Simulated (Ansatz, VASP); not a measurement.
Sr: VASP beside Ansatz

```
Sr
1.0
     0.00000    3.10202    3.10202
     3.10202    0.00000    3.10202
     3.10202    3.10202    0.00000
Sr
1
Cartesian
  0.0000 0.0000 0.0000
```

Alike in both runs: task single point; functional r2SCAN; k mesh 8 × 8 × 8; occupations fermi-dirac, width 0.05 eV; no spin polarisation.

```csv
,VASP,Ansatz
version,VASP 6.6.1,Ansatz 0.2.0
potentials or method,"VASP PAW PBE potentials, release 64 (Sr_sv)",Ansatz PAW
plane-wave cutoff (eV),520,500
valence electrons in the cell,10,10
```

```tsv
	VASP	Ansatz	Ansatz less VASP
gap on the k mesh at the Fermi level (eV)	none	none	-
pressure (GPa)	-0.6	-0.6	-0.01
```

A gap of «none» marks a metal or a gap that the smearing closes. The functional is the same, so the differences come from potentials, cutoffs and numerics.

Caveats: the PAW data sets were made with another functional, which shifts forces and pressure a little (VASP); the PAW data sets come from PBE, with cores solved anew for the run's functional, which leaves a small shift of forces and pressure (Ansatz).
